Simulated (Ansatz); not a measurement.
Input of an Ansatz 0.2.0 run:

input.yaml

```yaml
crystal:
  lattice:
    - [0.0, 3.059, 3.059]
    - [3.059, 0.0, 3.059]
    - [3.059, 3.059, 0.0]
  atoms:
    - { symbol: Sb, position: [0.75, 0.75, 0.75] }
    - { symbol: Ga, position: [0.0, 0.0, 0.0] }
kpoints:
  mp_grid: { grid: [6, 6, 6] }
scf:
  occupations: { method: fermi_dirac, width: 0.05 }
hamiltonian:
  xc: pbe0
  pseudopotentials: { kind: all_electron, datasets: crystal }
output:
  forces: true
  stress: true
```

Potentials or basis: all-electron PAW datasets made for the crystal.

Command:

```sh
$ ansatz run input.yaml --threads 2 --pin off --max-ram 8192MiB --backend cpu --events-out ev --progress --plain --runs-dir out
```

Problem. Predict the band gap on the k mesh.

Solution. 1.40 eV, direct.

Problem. What does it give for the pressure?

Solution. 0.4 GPa.

Caveat: spin-orbit coupling is left out, which moves the levels of the heavy elements.

**Measured values to compare with.**

From a printed reference work, data compilation, for a bulk crystal of GaSb at 4.2 K: band gap 0.811 eV (direct).

Measured gap of GaSb: 0.811 eV (direct; 4.2 K; a printed reference work, data compilation). This calculation gives 1.40 eV (+0.59 eV). Spin-orbit coupling on Ga, Sb is left out. The value is that of PBE0 on a finite k mesh, which can miss the band edges, without temperature or zero-point motion.
